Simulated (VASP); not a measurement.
**Ca under changes of volume**

One of the cells (45.857 Å³/atom); the others are scaled copies at fixed shape and fractional positions:

```
Ca
1.0
    -2.25483    2.25483    2.25483
     2.25483   -2.25483    2.25483
     2.25483    2.25483   -2.25483
Ca
1
Direct
  0.00000 0.00000 0.00000
```

This isn't the form of Ca at room conditions, which is fcc.

```yaml
Program: VASP 6.6.1
Functional: PBE
Potentials_or_basis: VASP PAW PBE potentials, release 64 (Ca_sv)
Cutoff: 520 eV
k_mesh: 8 × 8 × 8
Occupations: fermi-dirac, width 0.05 eV
Spin: no spin polarisation
```

```csv
volume (Å³/atom),energy over the lowest point (meV/atom),pressure (GPa)
42.260,0.00,0.0
43.159,0.97,-0.4
44.059,3.71,-0.7
45.857,14.10,-1.2
46.756,21.49,-1.5
47.655,?,?
```

Problem. What does the run at 47.655 Å³/atom give?

Solution. Energy over the lowest point 30.21 meV/atom; pressure -1.7 GPa.

Worked out: A Birch-Murnaghan fit of order 3 (a polynomial in V^(-2/3)) to the other rows has its minimum at 42.25 Å³/atom, just outside them, with B0 = V·E''(V) = 16.1 GPa (rough, since the energies scatter). It gives 30.22 meV/atom at 47.655 Å³/atom, against the run's 30.21, and -dE/dV = -1.7 GPa, against -1.7.

Energies are extrapolated to zero smearing.
